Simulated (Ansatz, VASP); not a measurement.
# RbBr: VASP beside Ansatz

```
Rb Br
1.0
     0.00000    3.46083    3.46083
     3.46083    0.00000    3.46083
     3.46083    3.46083    0.00000
Rb Br
1 1
Direct
  0.00000 0.00000 0.00000
  0.50000 0.50000 0.50000
```

The cell was built by a generator and needn't be a form met in nature.

Alike in both runs: task single point; functional HSE06; k mesh 4 × 4 × 4; no spin polarisation.

|  | VASP | Ansatz |
| --- | --- | --- |
| version | VASP 6.6.1 | Ansatz 0.2.0 |
| potentials or method | VASP PAW PBE potentials, release 64 (Rb_sv, Br) | plane waves, PAW |
| plane-wave cutoff (eV) | 520 | 420 |
| occupations | gaussian, width 0.01 eV | fixed |
| valence electrons in the cell | 16 | 16 |

|  | VASP | Ansatz | Ansatz less VASP |
| --- | --- | --- | --- |
| gap on the k mesh at the Fermi level (eV) | 5.44 | 5.44 | +0.001 |
| pressure (GPa) | 0.3 | 0.3 | 0.00 |

Ansatz warned: «stress_exchange_threshold_loose».

Caveats: the PAW data sets were made with another functional, which shifts forces and pressure a little (VASP).
